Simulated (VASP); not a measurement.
# ZnO (P6_3mc) in VASP: further runs

The runs below take ZnO through relaxation of cell and atoms, with PBE.

Program: VASP 6.6.1. These are calculated values, not measurements. Logs are shortened: lines on timing, memory, paths and dates and some standing lists are left out, and cuts for length are marked.

## 1. The structure

The structure is hexagonal, space group P6_3mc (No. 186). Conventional cell: a = 3.249 Å, b = 3.249 Å, c = 5.206 Å, α = 90.00°, β = 90.00°, γ = 120.00°. Zn (site symmetry 3m) is surrounded by 4 O at 1.97 to 1.98 Å. Around O (site symmetry 3m) lie 4 Zn at 1.97 to 1.98 Å.

## 2. Relaxation of cell and atoms, PBE

Contents of INCAR:

```
PREC = Accurate
ENCUT = 520
EDIFF = 1E-7
ISMEAR = 0
SIGMA = 0.02
LREAL = False
LASPH = True
NELM = 80
ALGO = Normal
ISIF = 3
LWAVE = False
LCHARG = False
GGA = PE
IBRION = 2
NSW = 80
EDIFFG = -0.002
```

Contents of KPOINTS:

```
Automatic mesh
0
Gamma
  3 3 1
```

Contents of POSCAR:

```
ZnO
1.0
    3.2493080000      0.0000000000      0.0000000000
   -1.6246540000      2.8139832700      0.0000000000
    0.0000000000      0.0000000000      5.2057090000
Zn O
2 2
Direct
    0.3333333300      0.6666666700      0.5000000000
    0.6666666700      0.3333333300      0.0000000000
    0.6666666700      0.3333333300      0.3790100000
    0.3333333300      0.6666666700      0.8790100000
```

Potentials or basis: VASP PAW PBE potentials, release 64 (Zn, O).

Command:

```sh
$ cat potpaw_PBE.64/Zn/POTCAR potpaw_PBE.64/O/POTCAR > POTCAR
$ mpirun -np 4 vasp_std > vasp.out
```

OUTCAR:

```text
PREC = Accurate
   ENCUT = 520
   EDIFF = 1E-7
   ISMEAR = 0
   LREAL = False
   LASPH = True
   NELM = 80
   ISIF = 3
   GGA = PE
   IBRION = 2
   NSW = 80
   EDIFFG = -0.002

 ion  position               nearest neighbor table
   1  0.333  0.667  0.500-   4 1.97   3 1.98   3 1.98   3 1.98
   2  0.667  0.333  0.000-   3 1.97   4 1.98   4 1.98   4 1.98
   3  0.667  0.333  0.379-   2 1.97   1 1.98   1 1.98   1 1.98
   4  0.333  0.667  0.879-   1 1.97   2 1.98   2 1.98   2 1.98

  LATTYP: Found a hexagonal cell.
 ALAT       =     3.2493080000
 C/A-ratio  =     1.6020977390

  Lattice vectors:

 A1 = (   3.2493080000,   0.0000000000,   0.0000000000)
 A2 = (  -1.6246540000,   2.8139832700,   0.0000000000)
 A3 = (   0.0000000000,   0.0000000000,   5.2057090000)

Analysis of symmetry for initial positions (statically):
=====================================================================
 Subroutine PRICEL returns:
 Original cell was already a primitive cell.

 Routine SETGRP: Setting up the symmetry group for a
 hexagonal supercell.

 Subroutine GETGRP returns: Found 12 space group operations
 (whereof  6 operations were pure point group operations)
 out of a pool of 24 trial point group operations.

The static configuration has the point symmetry C_3v.
 The point group associated with its full space group is C_6v.

Analysis of symmetry for dynamics (positions and initial velocities):
=====================================================================
 Subroutine PRICEL returns:
 Original cell was already a primitive cell.

 Routine SETGRP: Setting up the symmetry group for a
 hexagonal supercell.

 Subroutine GETGRP returns: Found 12 space group operations
 (whereof  6 operations were pure point group operations)
 out of a pool of 24 trial point group operations.

The dynamic configuration has the point symmetry C_3v.
 The point group associated with its full space group is C_6v.

 Subroutine INISYM returns: Found 12 space group operations
 (whereof  6 operations are pure point group operations),
 and found     1 'primitive' translations

----------------------------------------------------------------------------------------

                                     Primitive cell

[... 72 lines left out ...]
   EDIFF  = 0.1E-06   stopping-criterion for ELM
   LREAL  =      F    real-space projection
   EDIFFG = -.2E-02   stopping-criterion for IOM
   NSW    =     80    number of steps for IOM
   IBRION =      2    ionic relax: 0-MD 1-quasi-New 2-CG
   NFREE  =      1    steps in history (QN), initial steepest desc. (CG)
   ISIF   =      3    stress and relaxation
   ISYM   =      2    0-nonsym 1-usesym 2-fastsym
   POTIM  = 0.5000    time-step for ionic-motion
   TEBEG  =    0.0;   TEEND  =   0.0 temperature during run
   PSTRESS=    0.0 pullay stress
   NELECT =      36.0000    total number of electrons
   NUPDOWN=      -1.0000    fix difference up-down
   EMIN   =  10.00;   EMAX   =-10.00  energy-range for DOS
   EFERMI =   0.00;   METHOD = LEGACY
   ISMEAR =     0;   SIGMA  =   0.02  broadening in eV -4-tet -1-fermi 0-gaus
   EFERMI_NEDOS =   21; number of points for ismear=-14 and -15
   IALGO  =     38    algorithm
   IMIX   =      4    mixing-type and parameters
     AMIX     =   0.40;   BMIX     =  1.00
     AMIX_MAG =   1.60;   BMIX_MAG =  1.00
  volume/ion in A,a.u.               =      11.90        80.30
  Fermi-wavevector in a.u.,A,eV,Ry     =   1.491574  2.818667 30.270160  2.224794
  Thomas-Fermi vector in A             =   2.604212
   LORBIT       =      0    0 simple, 1 ext, 2 COOP (PROOUT), +10 PAW based schemes
   GGA     = PE    functional components
   LHFCALC =     F    Hartree Fock is set to
   AEXX    =    0.0000 exact exchange contribution
   IVDW    =     0    specifies the selected vdW correction
   LEPSILON=     F    determine dielectric tensor
   LRPA    =     F    only Hartree local field effects (RPA)
 conjugate gradient relaxation of ions
 non-spin polarized calculation
 Gauss-broadening in eV      SIGMA  =   0.02
  energy-cutoff  :      520.00
  volume of cell :       47.60
 maximum number of plane-waves:      1290
   NGX = 13   NGY = 13   NGZ = 19

--------------------------------------- Ionic step        1  -------------------------------------------

 number of electron      36.0000017 magnetization

 Free energy of the ion-electron system (eV)
  ---------------------------------------------------
  ext. energy  EPLUGINS =         0.00000000
  ---------------------------------------------------
  free energy    TOTEN  =       -17.95041679 eV

  energy without entropy =      -17.95041679  energy(sigma->0) =      -17.95041679

------------------------ aborting loop because EDIFF is reached ----------------------------------------

  FORCE on cell =-STRESS in cart. coord.  units (eV):
  Direction    XX          YY          ZZ          XY          YZ          ZX
  --------------------------------------------------------------------------------------
  -------------------------------------------------------------------------------------
  Total        2.0543894      2.0543894     -0.2742047      0.0000000      0.0000000     -0.0000000
  in kB       69.1514135     69.1514134     -9.2298202      0.0000000      0.0000000     -0.0000000
  external PRESSURE =      43.0243356 kB  Pullay stress =       0.0000000 kB
[... 95 lines left out ...]
  FREE ENERGIE OF THE ION-ELECTRON SYSTEM (eV)
  ---------------------------------------------------
  free  energy   TOTEN  =       -18.0040069462 eV

  energy  without entropy=      -18.0040069462  energy(sigma->0) =      -18.00400695

[... ionic steps 4 to 23 ...]

--------------------------------------- Ionic step       24  -------------------------------------------

 number of electron      36.0000033 magnetization

------------------------ aborting loop because EDIFF is reached ----------------------------------------
[... 71 lines left out ...]
--------------------------------------- Ionic step       26  -------------------------------------------

 number of electron      36.0000033 magnetization

 Free energy of the ion-electron system (eV)
  ---------------------------------------------------
  ext. energy  EPLUGINS =         0.00000000
  ---------------------------------------------------
  free energy    TOTEN  =       -18.21100672 eV

  energy without entropy =      -18.21100672  energy(sigma->0) =      -18.21100672

 E-fermi :   1.4650     XC(G=0): -11.1781

 val. band max:        1.2789215751   @ k =   0.0000   0.0000   0.0000
 cond. band min:       2.4232638337   @ k =   0.0000   0.0000   0.0000
 fundamental gap:      1.1443422586
 Fermi energy:         1.4649642856

 k-point     1 :       0.0000    0.0000    0.0000
  band No.  band energies     occupation
      1     -16.6780      2.00000
      2     -15.4617      2.00000
      3      -4.3981      2.00000
      4      -4.3981      2.00000
      5      -4.2789      2.00000
      6      -4.2789      2.00000
[... 101 lines left out ...]
  FREE ENERGIE OF THE ION-ELECTRON SYSTEM (eV)
  ---------------------------------------------------
  free  energy   TOTEN  =       -18.2110067188 eV

  energy  without entropy=      -18.2110067188  energy(sigma->0) =      -18.21100672

 reached required accuracy - stopping structural energy minimisation
```

OSZICAR:

```text
N       E                     dE             d eps       ncg     rms          rms(c)
DAV:   1     0.272512245535E+03    0.27251E+03   -0.18311E+04   144   0.215E+03
DAV:   2     0.572212218859E+01   -0.26679E+03   -0.25412E+03   160   0.411E+02
DAV:   3    -0.207896654481E+02   -0.26512E+02   -0.26293E+02   160   0.136E+02
[... 254 lines left out ...]
DAV:   1    -0.182110399087E+02   -0.33889E-04   -0.58391E-04   144   0.386E-01    0.427E-02
DAV:   2    -0.182110110241E+02    0.28885E-04   -0.10680E-04   168   0.199E-01    0.152E-02
DAV:   3    -0.182110077354E+02    0.32887E-05   -0.19921E-06   200   0.331E-02    0.805E-03
DAV:   4    -0.182110067271E+02    0.10084E-05   -0.13067E-06   192   0.165E-02    0.817E-04
DAV:   5    -0.182110067188E+02    0.82082E-08   -0.22538E-07   120   0.432E-03
  26 F= -.18211007E+02 E0= -.18211007E+02  d E =-.727033E-06
```

It took 32 s on 4 MPI ranks of Intel Xeon Platinum 8375C at 2.90GHz (Ice Lake), shared host; peak memory 0.11 GiB.

Results:

- Free energy: -18.2110 eV
- Relaxed volume: 11.37 Å³/atom
- Relaxed cell: a = 3.440 Å, b = 3.440 Å, c = 4.438 Å, α = 90.00°, β = 90.00°, γ = 120.00°
- Space group after relaxing (to 0.05 Å): P6_3/mmc (No. 194)
- Energy gained by relaxing: 65.1 meV/atom
- Ionic steps: 26
- Pressure after relaxing: 0.0 GPa
- Band gap on the k mesh: 1.14 eV, direct

The path:
| step | energy change (eV) | largest force (eV/Å) | pressure (GPa) | volume (Å³) |
| --- | --- | --- | --- | --- |
| 1 | 0.0000 | 0.2400 | 4.30 | 47.60 |
| 2 | -0.0535 | 0.2891 | -2.42 | 49.82 |
| 3 | -0.0536 | 0.2884 | -2.17 | 49.73 |
| 4 | -0.0886 | 0.2816 | -1.64 | 49.32 |
| 5 | -0.1499 | 0.3485 | -0.39 | 48.00 |
| 6 | -0.1093 | 0.7880 | 3.72 | 45.03 |
| 7 | -0.1478 | 0.5894 | 1.23 | 46.68 |
| 8 | -0.1684 | 0.4920 | 0.76 | 46.58 |
| 9 | -0.2125 | 0.2891 | -0.32 | 46.26 |
| 10 | -0.2509 | 0.0665 | -0.75 | 45.60 |
| 11 | -0.2555 | 0.0690 | -0.12 | 45.47 |
| 12 | -0.2569 | 0.0685 | 0.52 | 45.34 |
| 13 | -0.2579 | 0.0583 | 0.07 | 45.48 |
| 14 | -0.2584 | 0.0452 | -0.54 | 45.67 |
| 15 | -0.2591 | 0.0363 | -0.19 | 45.59 |
| 16 | -0.2593 | 0.0306 | 0.01 | 45.54 |
| 17 | -0.2593 | 0.0289 | 0.05 | 45.52 |
| 18 | -0.2597 | 0.0249 | 0.06 | 45.50 |
| 19 | -0.2605 | 0.0105 | 0.10 | 45.45 |
| 20 | -0.2605 | 0.0046 | 0.10 | 45.44 |
| 21 | -0.2605 | 0.0058 | 0.11 | 45.44 |
| 22 | -0.2606 | 0.0022 | -0.13 | 45.51 |
| 23 | -0.2606 | 0.0034 | -0.09 | 45.49 |
| 24 | -0.2606 | 0.0006 | -0.01 | 45.49 |
| 25 | -0.2606 | 0.0010 | -0.02 | 45.49 |
| 26 | -0.2606 | 0.0009 | 0.01 | 45.47 |

Final structure:
```cif
data_structure
_symmetry_space_group_name_H-M 'P 1'
_symmetry_Int_Tables_number 1
_cell_length_a 3.4398
_cell_length_b 3.4398
_cell_length_c 4.4379
_cell_angle_alpha 90.000
_cell_angle_beta 90.000
_cell_angle_gamma 120.000
_cell_volume 45.47
loop_
_atom_site_label
_atom_site_type_symbol
_atom_site_fract_x
_atom_site_fract_y
_atom_site_fract_z
_atom_site_occupancy
Zn1 Zn 0.33333 0.66667 0.43957 1
Zn2 Zn 0.66667 0.33333 0.93957 1
O1 O 0.66667 0.33333 0.43944 1
O2 O 0.33333 0.66667 0.93944 1
```

Levels at points of the mesh, in eV from the valence-band top:
| k point | band 16 | band 17 | band 18 | band 19 | band 20 | band 21 |
| --- | --- | --- | --- | --- | --- | --- |
| (0.00, 0.00, 0.00) | -0.72 | 0.00 | 0.00 | 1.14 | 5.07 | 10.29 |

Caveat: the k mesh is coarse (spacing up to 1.21 Å⁻¹), so the values aren't converged.

## 3. Relaxation of cell and atoms, PBE

This run uses another cell than the first one, of 11.37 Å³/atom, 0.955 times its volume.

INCAR is that of step 2.

KPOINTS is that of step 2.

Contents of POSCAR:

```
ZnO                                     
1.0
    3.4397607822      0.0000000000     -0.0000000000
   -1.7198803911      2.9789202171      0.0000000000
    0.0000000000     -0.0000000000      4.4378676358
  Zn              O             
     2     2
Direct
     0.3333333300000021    0.6666666699999979    0.4395678187048876
     0.6666666699999979    0.3333333300000021    0.9395678187048877
     0.6666666699999979    0.3333333300000021    0.4394421812951133
     0.3333333300000021    0.6666666699999979    0.9394421812951133
```

Potentials or basis: VASP PAW PBE potentials, release 64 (Zn, O).

Command:

```sh
$ cat potpaw_PBE.64/Zn/POTCAR potpaw_PBE.64/O/POTCAR > POTCAR
$ mpirun -np 4 vasp_std > vasp.out
```

OUTCAR:

```text
PREC = Accurate
   ENCUT = 520
   EDIFF = 1E-7
   ISMEAR = 0
   LREAL = False
   LASPH = True
   NELM = 80
   ISIF = 3
   GGA = PE
   IBRION = 2
   NSW = 80
   EDIFFG = -0.002

 ion  position               nearest neighbor table
   1  0.333  0.667  0.440-   3 1.99   3 1.99   3 1.99   4 2.22   4 2.22   2 2.98   2 2.98   2 2.98
                             2 2.98   2 2.98   2 2.98
   2  0.667  0.333  0.940-   4 1.99   4 1.99   4 1.99   3 2.22   3 2.22   1 2.98   1 2.98   1 2.98
                             1 2.98   1 2.98   1 2.98
   3  0.667  0.333  0.439-   1 1.99   1 1.99   1 1.99   2 2.22   2 2.22
   4  0.333  0.667  0.939-   2 1.99   2 1.99   2 1.99   1 2.22   1 2.22

  LATTYP: Found a hexagonal cell.
 ALAT       =     3.4397607822
 C/A-ratio  =     1.2901675194

  Lattice vectors:

 A1 = (   3.4397607822,   0.0000000000,   0.0000000000)
 A2 = (  -1.7198803911,   2.9789202171,   0.0000000000)
 A3 = (   0.0000000000,   0.0000000000,   4.4378676358)

Analysis of symmetry for initial positions (statically):
=====================================================================
 Subroutine PRICEL returns:
 Original cell was already a primitive cell.

 Routine SETGRP: Setting up the symmetry group for a
 hexagonal supercell.

 Subroutine GETGRP returns: Found 12 space group operations
 (whereof  6 operations were pure point group operations)
[... 141 lines left out ...]

 number of electron      36.0000006 magnetization

 Free energy of the ion-electron system (eV)
  ---------------------------------------------------
  ext. energy  EPLUGINS =         0.00000000
  ---------------------------------------------------
  free energy    TOTEN  =       -18.21075753 eV

  energy without entropy =      -18.21075753  energy(sigma->0) =      -18.21075753

------------------------ aborting loop because EDIFF is reached ----------------------------------------

  FORCE on cell =-STRESS in cart. coord.  units (eV):
  Direction    XX          YY          ZZ          XY          YZ          ZX
  --------------------------------------------------------------------------------------
  -------------------------------------------------------------------------------------
  Total        0.1140328      0.1140328      0.0386910      0.0000000      0.0000000     -0.0000000
  in kB        4.0177132      4.0177132      1.3631977      0.0000000      0.0000000     -0.0000000
  external PRESSURE =       3.1328747 kB  Pullay stress =       0.0000000 kB
[... 291 lines left out ...]
--------------------------------------- Ionic step        9  -------------------------------------------

 number of electron      36.0000006 magnetization

 Free energy of the ion-electron system (eV)
  ---------------------------------------------------
  ext. energy  EPLUGINS =         0.00000000
  ---------------------------------------------------
  free energy    TOTEN  =       -18.21086104 eV

  energy without entropy =      -18.21086104  energy(sigma->0) =      -18.21086104

 E-fermi :   1.4454     XC(G=0): -11.1690

 val. band max:        1.2620075556   @ k =   0.0000   0.0000   0.0000
 cond. band min:       2.4030396446   @ k =   0.0000   0.0000   0.0000
 fundamental gap:      1.1410320891
 Fermi energy:         1.4453848060

 k-point     1 :       0.0000    0.0000    0.0000
  band No.  band energies     occupation
      1     -16.6794      2.00000
      2     -15.4642      2.00000
      3      -4.4026      2.00000
      4      -4.4026      2.00000
      5      -4.2837      2.00000
      6      -4.2837      2.00000
[... 101 lines left out ...]
  FREE ENERGIE OF THE ION-ELECTRON SYSTEM (eV)
  ---------------------------------------------------
  free  energy   TOTEN  =       -18.2108610356 eV

  energy  without entropy=      -18.2108610356  energy(sigma->0) =      -18.21086104

 reached required accuracy - stopping structural energy minimisation
```

OSZICAR:

```text
N       E                     dE             d eps       ncg     rms          rms(c)
DAV:   1     0.275478695625E+03    0.27548E+03   -0.18421E+04   144   0.217E+03
DAV:   2     0.398534519859E+01   -0.27149E+03   -0.26005E+03   152   0.417E+02
DAV:   3    -0.210181055703E+02   -0.25003E+02   -0.24863E+02   168   0.133E+02
[... 62 lines left out ...]
DAV:   1    -0.182108742387E+02   -0.14804E-04   -0.40041E-04   160   0.205E-01    0.242E-02
DAV:   2    -0.182108653491E+02    0.88896E-05   -0.20033E-05   176   0.766E-02    0.138E-02
DAV:   3    -0.182108615161E+02    0.38330E-05   -0.19185E-06   184   0.215E-02    0.456E-03
DAV:   4    -0.182108610513E+02    0.46486E-06   -0.77694E-07   192   0.884E-03    0.801E-04
DAV:   5    -0.182108610356E+02    0.15612E-07   -0.37749E-08    96   0.153E-03
   9 F= -.18210861E+02 E0= -.18210861E+02  d E =-.162450E-05
```

It took 9.8 s on 4 MPI ranks of Intel Xeon Platinum 8375C at 2.90GHz (Ice Lake), shared host; peak memory 0.12 GiB.

Results:

* Free energy: -18.2109 eV
* Relaxed volume: 11.39 Å³/atom
* Relaxed cell: a = 3.443 Å, b = 3.443 Å, c = 4.437 Å, α = 90.00°, β = 90.00°, γ = 120.00°
* Space group after relaxing (to 0.05 Å): P6_3/mmc (No. 194)
* Energy gained by relaxing: 0.0 meV/atom
* Ionic steps: 9
* Pressure after relaxing: 0.0 GPa
* Band gap on the k mesh: 1.14 eV, direct

Step by step:
```tsv
step	energy change (eV)	largest force (eV/Å)	pressure (GPa)	volume (Å³)
1	0.0000	0.0003	0.31	45.47
2	-0.0001	0.0003	-0.21	45.62
3	-0.0001	0.0003	0.00	45.56
4	-0.0001	0.0003	-0.01	45.57
5	-0.0001	0.0003	-0.05	45.57
6	-0.0001	0.0003	0.01	45.55
7	-0.0001	0.0003	0.05	45.55
8	-0.0001	0.0003	0.03	45.55
9	-0.0001	0.0002	0.01	45.55
```

Final structure:
```
Zn O
1.0
     3.44302    0.00000    0.00000
    -1.72151    2.98174    0.00000
     0.00000    0.00000    4.43705
Zn O
2 2
Direct
  0.33333 0.66667 0.43956
  0.66667 0.33333 0.93956
  0.66667 0.33333 0.43945
  0.33333 0.66667 0.93945
```

Caveat: the k mesh is coarse (spacing up to 1.42 Å⁻¹), so the values aren't converged.
